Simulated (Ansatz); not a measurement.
The system is CuO (Tenorite).

```
Cu O
1.0
     2.34185   -1.71130    0.00000
     2.34185    1.71130    0.00000
    -0.85003    0.00000    5.05787
Cu O
2 2
Direct
  0.50000 0.00000 0.50000
  0.00000 0.50000 0.00000
  0.41840 0.58160 0.75000
  0.58160 0.41840 0.25000
```

```yaml
Program: Ansatz 0.2.0
Task: relaxation of cell and atoms
Functional: r2SCAN
Potentials_or_basis: Ansatz PAW
Cutoff: "500 eV (not typed: the program's choice for these potentials)"
k_mesh: 10 × 10 × 5
Occupations: fermi-dirac, width 0.05 eV
Spin: no spin polarisation
Hubbard_terms: Cu d U = 1 eV
```

At the start: volume 10.13 Å³/atom.

Task: How do energy, volume and symmetry change on relaxing?

Result: It ends after 15 steps and the volume is 10.76 Å³/atom (+6.1 %); space group P4_2/mmc (No. 131, to 0.05 Å).

The path:
| step | energy change (eV) | largest force (eV/Å) | volume (Å³) |
| --- | --- | --- | --- |
| 1 | 0.0000 | 0.2608 | 40.54 |
| 2 | -0.0126 | 0.2188 | 40.78 |
| 3 | -0.0479 | 0.0768 | 41.19 |
| 4 | -0.0580 | 0.0136 | 43.08 |
| 5 | -0.0749 | 0.0582 | 42.84 |
| 6 | -0.0826 | 0.0022 | 42.82 |
| 7 | -0.0832 | 0.0021 | 42.84 |
| 8 | -0.0834 | 0.0010 | 42.85 |
| 9 | -0.0834 | 0.0004 | 42.86 |
| 10 | -0.0922 | 0.0001 | 42.86 |
| 11 | -0.0919 | 0.0530 | 43.48 |
| 12 | -0.0952 | 0.0002 | 43.03 |
| 13 | -0.0952 | 0.0002 | 43.03 |
| 14 | -0.0952 | 0.0003 | 43.03 |
| 15 | -0.0954 | 0.0002 | 43.03 |

Final structure:
```yaml
crystal:
  lattice:
    - [2.04620, -2.04400, 0.15888]
    - [2.04620, 2.04400, 0.15888]
    - [-0.39956, 0.00000, 5.11297]
  atoms:
    - { symbol: Cu, position: [0.50000, 0.00000, 0.50000] }
    - { symbol: Cu, position: [0.00000, 0.50000, 0.00000] }
    - { symbol: O, position: [0.49987, 0.50013, 0.75000] }
    - { symbol: O, position: [0.50013, 0.49987, 0.25000] }
```

Caveat: the plane-wave basis is chosen anew once the cell has moved, so the energies of steps on either side of that aren't comparable; the run has no spin polarisation, though such a crystal can be magnetic; U without spin polarisation on a metal has little footing; the PAW data sets come from PBE, with cores solved anew for the run's functional, which leaves a small shift of forces and pressure.
